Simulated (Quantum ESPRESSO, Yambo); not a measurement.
# A GW chain in Yambo: CdSe (F-43m), part 2 of 3

Wanted: ground state, empty states, screening and self-energy for CdSe (F-43m).

Quantum ESPRESSO 7.5 and Yambo 5.3.0; PBE and many-body steps on it, plane waves. Known limits of the many-body steps: not at the basis limit; coarse k mesh.

So far. Step 2 (Ground state): The gap is direct, at Γ. Step 3 (Bands along the symmetry lines): The gap is 0.433 eV, as in the run before at this level.

## (4) Empty states on the mesh, 4×4×4 mesh, 346 bands

Level of this step: DFT, PBE with spin-orbit coupling, plane waves, norm-conserving pseudopotentials (Quantum ESPRESSO).

The sums over transitions need many empty states on a uniform mesh; this step solves for them.

Contents of pw.in:

```
&control
  calculation = 'nscf'
  prefix = 'x'
  outdir = 'o'
  pseudo_dir = 'pseudo'
/
&system
  ibrav = 0
  nat = 2
  ntyp = 2
  ecutwfc = 104.0
  nbnd = 346
  force_symmorphic = .true.
  noncolin = .true.
  lspinorb = .true.
/
&electrons
  conv_thr = 1e-9
  electron_maxstep = 80
  diago_full_acc = .true.
  diago_thr_init = 5e-6
/
ATOMIC_SPECIES
  Cd 112.41 Cd.upf
  Se 78.971 Se.upf
CELL_PARAMETERS angstrom
  -0.0000000000 3.0702711986 3.0702711986
  3.0702711986 -0.0000000000 3.0702711986
  3.0702711986 3.0702711986 -0.0000000000
ATOMIC_POSITIONS crystal
  Cd 0.0000000000 0.0000000000 0.0000000000
  Se 0.7500000000 0.7500000000 0.7500000000
K_POINTS automatic
  4 4 4 0 0 0
```

Launch:

```
> OMP_NUM_THREADS=1 mpirun -n 4 pw.x -nk 4 -in pw.in > pw.out
```

What it wrote:

```text
[banner, memory and clock lines left out]
Program PWSCF v.7.5 starts

     Atomic positions and unit cell read from directory:
     o/x.save/

     Message from routine setup:
     using ibrav=0 with symmetry is DISCOURAGED, use correct ibrav instead

     G-vector sticks info

     bravais-lattice index     =            0
     lattice parameter (alat)  =       8.2052  a.u.
     unit-cell volume          =     390.6221 (a.u.)^3
     number of atoms/cell      =            2
     number of atomic types    =            2
     number of electrons       =        44.00
     number of Kohn-Sham states=          346
     kinetic-energy cutoff     =     104.0000  Ry
     charge density cutoff     =     416.0000  Ry
     Exchange-correlation= PBE
                           (   1   4   3   4   0   0   0)
     Non magnetic calculation with spin-orbit

     celldm(1)=   8.205227  celldm(2)=   0.000000  celldm(3)=   0.000000
     celldm(4)=   0.000000  celldm(5)=   0.000000  celldm(6)=   0.000000

     crystal axes: (cart. coord. in units of alat)
               a(1) = (  -0.000000   0.707107   0.707107 )
               a(2) = (   0.707107  -0.000000   0.707107 )
               a(3) = (   0.707107   0.707107  -0.000000 )

     reciprocal axes: (cart. coord. in units 2 pi/alat)
               b(1) = ( -0.707107  0.707107  0.707107 )
               b(2) = (  0.707107 -0.707107  0.707107 )
               b(3) = (  0.707107  0.707107 -0.707107 )
     Pseudo is Norm-conserving + core correction, Zval = 20.0
     Generated using ONCVPSP code by D. R. Hamann
     Using radial grid of 1368 points, 10 beta functions with:
     Pseudo is Norm-conserving + core correction, Zval = 24.0
     Generated using ONCVPSP code by D. R. Hamann
     Using radial grid of 1214 points, 10 beta functions with:
     Cd               20.00   112.41000     Cd( 1.00)
     Se               24.00    78.97100     Se( 1.00)

     24 Sym. Ops. (no inversion) found

   Cartesian axes

     site n.     atom                  positions (alat units)
         1        Cd     tau(   1) = (   0.0000000   0.0000000   0.0000000  )
         2        Se     tau(   2) = (   1.0606602   1.0606602   1.0606602  )

     number of k points=     8
                       cart. coord. in units 2pi/alat
        k(    1) = (   0.0000000   0.0000000   0.0000000), wk =   0.0156250
        k(    2) = (   0.1767767   0.1767767  -0.1767767), wk =   0.1250000
        k(    3) = (  -0.3535534  -0.3535534   0.3535534), wk =   0.0625000
[...]
k(    7) = (  -0.7071068   0.0000000   0.0000000), wk =   0.0468750
        k(    8) = (  -0.7071068   0.3535534   0.0000000), wk =   0.0937500

     Dense  grid:    55849 G-vectors     FFT dimensions: (  54,  54,  54)

     The potential is recalculated from file :
     o/x.save/charge-density

     Starting wfcs are   46 randomized atomic wfcs +  300 random wfcs

     Band Structure Calculation

     End of band structure calculation

          k = 0.0000 0.0000 0.0000 (  6879 PWs)   bands (ev):

  -199.2157-199.2157-142.6870-142.6870-136.8152-136.8152-136.8152-136.8152
   -93.8858 -93.8858 -58.9953 -58.9953 -53.1774 -53.1774 -53.1774 -53.1774
   -39.4564 -39.4564 -39.4564 -39.4564 -38.5638 -38.5638 -38.5620 -38.5620
   -38.5620 -38.5620  -4.7551  -4.7551  -0.4409  -0.4409  -0.4409  -0.4409
[...]
[... 32 further rows ...]
[...]
108.6268 108.6268

          k = 0.1768 0.1768-0.1768 (  7015 PWs)   bands (ev):

  -199.2157-199.2157-142.6870-142.6870-136.8153-136.8153-136.8153-136.8153
[...]
[... 32 further rows ...]
[...]
110.9625 110.9625

          k =-0.3536-0.3536 0.3536 (  6958 PWs)   bands (ev):

  -199.2157-199.2157-142.6870-142.6870-136.8153-136.8153-136.8153-136.8153
[...]
28.8810  28.8810  28.9135  28.9135  32.0548  32.0548  32.6508  32.6508
     [... 32 further rows ...]
   108.9990 108.9990 109.0315 109.0315 109.9398 109.9398 110.3469 110.3469
   110.3597 110.3597

          k = 0.3536 0.0000 0.0000 (  7003 PWs)   bands (ev):

     [... further k-points ...]

     highest occupied, lowest unoccupied level (ev):     7.7982    8.2308

     XML data file, pseudopotentials, collected wavefunctions
```

Wall time 2.9 min (4 MPI ranks of Arm Neoverse V1, shared host); peak memory 1.9 GiB.

Numbers from this step:

| Quantity | Value |
| --- | --- |
| gap | 0.4325 eV |
| k of the valence top | 0, 0, 0 |
| k of the conduction bottom | 0, 0, 0 |
| least direct gap | 0.4325 eV |
| k points computed | 8 |
| lowest point of the top converged band, above the valence top | 100.8285 eV |

On this mesh the gap is 0.433 eV.

## (5) Conversion and set-up

This step: Yambo 5.3.0; conversion and set-up on PBE with spin-orbit coupling, plane waves, norm-conserving pseudopotentials.

The states are converted to the many-body program's format and the q mesh is built.

Launch:

```
> (cd o/x.save; p2y > p2y.log; mv SAVE ../..); yambo > setup.log
```

What it wrote:

```text
 Yambo, version 5.3.0

 [02] CORE Variables Setup
 =========================

  [02.01] Unit cells
  ==================

  Cell kind             :  FCC
  Atoms in the cell     :  Cd  Se
  number of Cd atoms    :  1
  number of Se atoms    :  1

  List of atomic masses
  Mass of Cd    :  112.4100
  Mass of Se    :  78.97100

  List of atomic coordinates    : [cc]
  Cd1       :  0.000000  0.000000  0.000000  order 1
  Se1       :  8.702958  8.702958  8.702958  order 2

  Alat factors          :  5.801972  5.801972  5.801972 [a.u.]
  Direct lattice volume :  390.6221 [a.u.]
  Direct lattice vectors:  A[ 1 ]  A[ 2 ]  A[ 3 ]
   A[ 1 ]: -0.000000  1.000000  1.000000  [iru]
  -0.000000  5.801972  5.801972  [cc]
   A[ 2 ]:  1.000000 -0.000000  1.000000  [iru]
   5.801972 -0.000000  5.801972  [cc]
   A[ 3 ]:  1.000000  1.000000 -0.000000  [iru]
   5.801972  5.801972 -0.000000  [cc]

  Recip. lattice volume :  0.635013 [a.u.]
  Recip. lattice vectors:  B[ 1 ]  B[ 2 ]  B[ 3 ]
   B[ 1 ]: -0.500000  0.500000  0.500000  [iku]
  -0.541470  0.541470  0.541470  [cc]
   B[ 2 ]:  0.500000 -0.500000  0.500000  [iku]
   0.541470 -0.541470  0.541470  [cc]
   B[ 3 ]:  0.500000  0.500000 -0.500000  [iku]
   0.541470  0.541470 -0.541470  [cc]

  [02.02] Symmetries
  ==================

  Inversion symmetry    : yes
  Spatial inversion     : no
  Inversion index       :  25
  K-space Time-reversal : yes
  Magnetic symmetries   : no
  Time-reversal derived K-space symmetries:   25   48
  Group table correct   : yes
  Symmetries units      :  [cc]

   [S  1]:   1.0000     -0.58858E-17 -0.58858E-17 -0.58858E-17   1.0000      0.58858E-17  0.58858E-17  0.58858E-17   1.0000
   [S  2]:  -1.0000      0.58858E-17 -0.58858E-17  0.58858E-17  -1.0000      0.58858E-17 -0.58858E-17 -0.58858E-17   1.0000
   [S  3]:  -1.0000     -0.58858E-17  0.58858E-17  0.58858E-17   1.0000     -0.58858E-17 -0.58858E-17  0.58858E-17  -1.0000
[...]
[S  9]: -0.58858E-17   1.0000     -0.58858E-17  0.58858E-17 -0.58858E-17   1.0000       1.0000      0.58858E-17  0.58858E-17
   [S 10]: -0.58858E-17  -1.0000      0.58858E-17  0.58858E-17  0.58858E-17  -1.0000       1.0000     -0.58858E-17 -0.58858E-17
     [... 36 further rows ...]
   [S*47]:   1.0000     -0.58858E-17  0.58858E-17 -0.58858E-17  0.58858E-17  -1.0000      0.58858E-17   1.0000     -0.58858E-17
   [S*48]:   1.0000      0.58858E-17 -0.58858E-17 -0.58858E-17 -0.58858E-17   1.0000      0.58858E-17  -1.0000      0.58858E-17

  [02.03] Reciprocal space
  ========================

  nG shells         :   475
  nG charge         :   55849
  nG WFs            :   8326
  nC WFs            :   7046
  G-vecs. in first 47 shells:  [ Number ]
     1    9   15   27   51   59   65   89  113
    137   169   181   229   259   283   307   331   339
    387   411   459   531   537   561   609   645   701
[...]
1639  1687
  ...
[...]
K/Q-points units:
  rlu = crystal or reduced units; cc = cartesian coordinates; iku = interal k-units

  K [1]          [rlu]:  0.000000  0.000000  0.000000
         WF components:   6879
  K [2]          [rlu]: -0.74024E-17  0.64753E-17  0.25000
         WF components:   7015
  K [3]          [rlu]:  0.14805E-16 -0.12951E-16 -0.50000
         WF components:   6958
  K [4]          [rlu]: -0.67816E-17  0.25000      0.25000
         WF components:   7003
  K [5]          [rlu]:  0.19523E-17  0.25000     -0.50000
         WF components:   7006
  [... 2 further k-points ...]
  K [8]          [rlu]:  0.250000 -0.500000 -0.250000
         WF components:   6952

  [02.05] Energies & Occupations
  ==============================

  [X] === General ===
  [X] Electronic Temperature                        :  0.000000  0.000000 [eV K]
  [X] Bosonic    Temperature                        :  0.000000  0.000000 [eV K]
  [X] Finite Temperature mode                       : no
  [X] El. density                                   :  0.76014E+24 [cm-3]
  [X] Fermi Level                                   :  7.798211 [eV]

  [X] === Gaps and Widths ===
  [X] Conduction Band Min                           :  0.432544 [eV]
  [X] Valence Band Max                              :  0.000000 [eV]
  [X] Filled Bands                                  :   44
  [X] Empty Bands                                   :    45   346
  [X] Direct Gap                                    :  0.432544 [eV]
  [X] Direct Gap localized at k                     :  1
  [X] Indirect Gap                                  :  0.432544 [eV]
  [X] Indirect Gap between kpts                     :  1  1
  [X] Last valence band width                       :  2.170884 [eV]
  [X] 1st conduction band width                     :  4.261848 [eV]

  E @ K [1]:  [eV]
  -207.0139 -207.0139 -150.4852 -150.4852 -144.6134 -144.6134 -144.6134 -144.6134
  -101.6840 -101.6840  -66.7935  -66.7935  -60.9756  -60.9756  -60.9756  -60.9756
  -47.25458 -47.25458 -47.25458 -47.25458 -46.36204 -46.36204 -46.36016 -46.36016
[...]
occ @ K [1]
[...]
E @ K [2]:  [eV]
[...]
occ @ K [2]
[...]
E @ K [3]:  [eV]
[...]
occ @ K [3]
[...]
E @ K [4]:  [eV]
[...]
occ @ K [4]
[...]
E @ K [5]:  [eV]
[...]
occ @ K [5]
[...]
[... 2 further k-points ...]
  E @ K [8]:  [eV]
[...]
occ @ K [8]
[...]
0.000000  0.000000  0.000000  0.000000  0.000000  0.000000  0.000000  0.000000
   0.000000  0.000000  0.000000  0.000000  0.000000  0.000000  0.000000  0.000000

 [03] Transferred momenta grid and indexing
 ==========================================

 IBZ Q-points                                      :   8
 BZ  Q-points                                      :   64

 K/Q-points units:
 rlu = crystal or reduced units; cc = cartesian coordinates; iku = interal k-units

 Q [1]          [rlu]:  0.000000  0.000000  0.000000
 Q [2]          [rlu]: -0.74024E-17  0.64753E-17  0.25000
 Q [3]          [rlu]:  0.14805E-16 -0.12951E-16 -0.50000
[...]
Q [7]          [rlu]:  0.13563E-16 -0.50000     -0.50000
 Q [8]          [rlu]:  0.250000 -0.500000 -0.250000

  [03.01] X indexes
  =================

   [03.01.01] Sigma indexes
   ========================

 [06] Game Over & Game summary
```

Elapsed: 4.5 s, on 1 MPI rank; peak memory 0.26 GiB.

(Continued in part 3 of 3.)

[Paths, hosts, dates, memory and timing lines, banners, echoed tables and standing remarks are left out of the program output.]

[Logs are printed without paths, hosts, clocks, repeated set-up lines and the standing remarks that a program may print on its own settings, such as how far it seeks lower states.]

[Runs of the session that timed out or met a known fault of the program may be left out.]

[Hosts, paths, dates, database ids (printed as entryN), source tags and the programs' standing remarks are cut or masked in the printed files.]
